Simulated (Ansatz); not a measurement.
# Ta2Si: response to a stretch of c alone

Aim: apply a stretch of c alone to Ta2Si from -1 to +1 %, where the rest of the cell is held and the atoms relax, and follow energy, stress and any gap.

Computed with Ansatz 0.2.0 (DFT r2SCAN, scalar-relativistic, plane waves, PAW, unless a step's input says otherwise).

2 further runs of the same task are left out: 2 set aside as unsound or not needed.

### Step 1. The structure to begin with

The structure is tetragonal, space group I4/mcm (No. 140). Conventional cell: a = 6.168 Å, b = 6.168 Å, c = 5.049 Å, α = 90.00°, β = 90.00°, γ = 90.00°. Ta (site symmetry m2m) has 4 Si at 2.63 Å and 3 Ta at 2.85 to 2.94 Å as nearest neighbours. Si (site symmetry 422) is surrounded by 2 Si at 2.52 Å and 8 Ta at 2.63 Å.

Coordinates:

```cif
data_structure
_symmetry_space_group_name_H-M 'P 1'
_symmetry_Int_Tables_number 1
_cell_length_a 6.1682
_cell_length_b 6.1682
_cell_length_c 5.0494
_cell_angle_alpha 90.000
_cell_angle_beta 90.000
_cell_angle_gamma 90.000
_cell_volume 192.11
loop_
_atom_site_label
_atom_site_type_symbol
_atom_site_fract_x
_atom_site_fract_y
_atom_site_fract_z
_atom_site_occupancy
Ta1 Ta 0.33642 0.16358 0.50000 1
Ta2 Ta 0.83642 0.33642 0.50000 1
Ta3 Ta 0.16358 0.33642 0.00000 1
Ta4 Ta 0.66358 0.16358 0.00000 1
Ta5 Ta 0.83642 0.66358 0.00000 1
Ta6 Ta 0.33642 0.83642 0.00000 1
Ta7 Ta 0.66358 0.83642 0.50000 1
Ta8 Ta 0.16358 0.66358 0.50000 1
Si1 Si 0.00000 0.00000 0.25000 1
Si2 Si 0.00000 0.00000 0.75000 1
Si3 Si 0.50000 0.50000 0.75000 1
Si4 Si 0.50000 0.50000 0.25000 1
```

It goes back to an entry of the Materials Project, which need not be the stable form.

### Step 2. Zero strain

The input, input.yaml:

```yaml
crystal:
  lattice:
    - [6.1682272902, 0.0, 0.0]
    - [0.0, 6.1682272902, 0.0]
    - [0.0, 0.0, 5.0494044201]
  atoms:
    - { symbol: Ta, position: [0.3364154785, 0.1635845215, 0.5] }
    - { symbol: Ta, position: [0.8364154785, 0.3364154785, 0.5] }
    - { symbol: Ta, position: [0.1635845215, 0.3364154785, 0.0] }
    - { symbol: Ta, position: [0.6635845215, 0.1635845215, 0.0] }
    - { symbol: Ta, position: [0.8364154785, 0.6635845215, 0.0] }
    - { symbol: Ta, position: [0.3364154785, 0.8364154785, 0.0] }
    - { symbol: Ta, position: [0.6635845215, 0.8364154785, 0.5] }
    - { symbol: Ta, position: [0.1635845215, 0.6635845215, 0.5] }
    - { symbol: Si, position: [0.0, 0.0, 0.25] }
    - { symbol: Si, position: [0.0, 0.0, 0.75] }
    - { symbol: Si, position: [0.5, 0.5, 0.75] }
    - { symbol: Si, position: [0.5, 0.5, 0.25] }
basis:
  ecutwfc: 500
kpoints:
  mp_grid: { grid: [6, 6, 8] }
hamiltonian:
  xc: r2scan
scf:
  occupations: { method: gaussian, width: 0.1 }
output:
  forces: true
  stress: true
  eigenvalues: true
```

Run with:

```console
> ansatz run input.yaml --threads 1 --pin off --max-ram 2560MiB --backend cpu --events-out ev --progress --plain --runs-dir out
```

Further runs follow: At -1.0 %; the cell strained by +1.0 %.

Before running it: what results should come out? Wanted: (1/V) d²E/dε², innermost pair.

As calculated:

| quantity | value |
| --- | --- |
| largest energy cost | 2.0 meV/atom at +1.0 % |
| (1/V) d²E/dε², innermost pair | 343 GPa |

The pair at ±1.0 % gives a curvature of 343 GPa, a rough value of the elastic constant along c at held a and b; so few points cannot test it. On this cell's mesh the unstrained reference holds a stress of up to 0.19 GPa. The runs treat Ta without spin-orbit coupling.
